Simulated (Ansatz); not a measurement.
Something may be wrong with this Ansatz 0.2.0 calculation of BAs.

Contents of input.yaml:

```yaml
crystal:
  lattice:
    - [0.0, 2.3885, 2.3885]
    - [2.3885, 0.0, 2.3885]
    - [2.3885, 2.3885, 0.0]
  atoms:
    - { symbol: As, position_ang: [3.58275, 3.58275, 3.58275] }
    - { symbol: B, position_ang: [0.0, 0.0, 0.0] }
kpoints:
  mp_grid: { grid: [8, 8, 8] }
  band_path:
    path:
      - [0.0, 0.0, 0.0]
      - [0.5, 0.0, 0.5]
      - [0.5, 0.25, 0.75]
      - [0.375, 0.375, 0.75]
      - [0.0, 0.0, 0.0]
      - [0.5, 0.5, 0.5]
      - [0.625, 0.25, 0.625]
      - [0.5, 0.25, 0.75]
    npoints: 6
scf:
  occupations: { method: fermi_dirac, width: 0.1 }
  max_iter: 100
hamiltonian:
  xc: { exchange: pbe, correlation: pbesol }
  pseudopotentials:
    kind: all_electron
    lapw: { basis_error: 0.001 }
    relativity: none
magnetization:
  noncollinear: true
  spin_polarized: [1, 2]
output:
  forces: true
  stress: true
  eigenvalues: true
```

Potentials or basis: all-electron LAPW, non-relativistic.

Launch:

```bash
$ ansatz run input.yaml --threads 1 --pin off --max-ram 2560MiB --backend cpu --events-out ev --progress --plain --runs-dir out
```

Output:

```text
Error: YAML parse error: error: line 33 column 19: expected string scalar
  --> <input>:33:19
   |
31 | magnetization:
32 |   noncollinear: true
33 |   spin_polarized: [1, 2]
   |                   ^ expected string scalar
34 | output:
35 |   forces: true
   |
```

Problem. What happened, and what is wrong with the input?

Solution. The input was rejected before any iteration. The input holds a flaw that was put in on purpose: a value of the wrong type (magnetization.spin_polarized = [1, 2]).
